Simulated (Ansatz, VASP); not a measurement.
**Two plane-wave programs on Ir**

```
CELL_PARAMETERS angstrom
0.00000 1.76612 1.76612
1.76612 0.00000 1.76612
1.76612 1.76612 0.00000
ATOMIC_POSITIONS crystal
Ir 0.00000 0.00000 0.00000
```

Change from the starting cell: strain -0.080 along x and y, -0.080 along z, atoms carried along.

Alike in both runs: task single point; functional r2SCAN; k mesh 22 × 22 × 22; occupations gaussian, width 0.15 eV; no spin polarisation.

|  | VASP | Ansatz |
| --- | --- | --- |
| version | VASP 6.6.1 | Ansatz 0.2.0 |
| potentials or method | VASP PAW PBE potentials, release 64 (Ir) | scalar-relativistic, plane waves, PAW |
| plane-wave cutoff (eV) | 520 | 500 |
| valence electrons in the cell | 9 | 17 |

VASP gave:

| Quantity | Value |
| --- | --- |
| gap on the k mesh at the Fermi level (eV) | none |
| pressure (GPa) | 188.7 |

Question: Which values does Ansatz return?

Answer: gap on the k mesh at the Fermi level (eV): none; pressure (GPa): 179.5.

A gap of «none» marks a metal or a gap that the smearing closes. The functional is the same, so the differences come from potentials, cutoffs and numerics. The two sets of potentials don't hold the same shells in valence.

Caveats: the cell as given lies far from equilibrium; so large a pressure means that the cell lies far from this level's equilibrium, or that cutoff or potentials fall short (VASP); the potentials were made for another functional, which shifts forces and pressure (VASP). Spin-orbit coupling is left out, which matters for the levels of Ir.
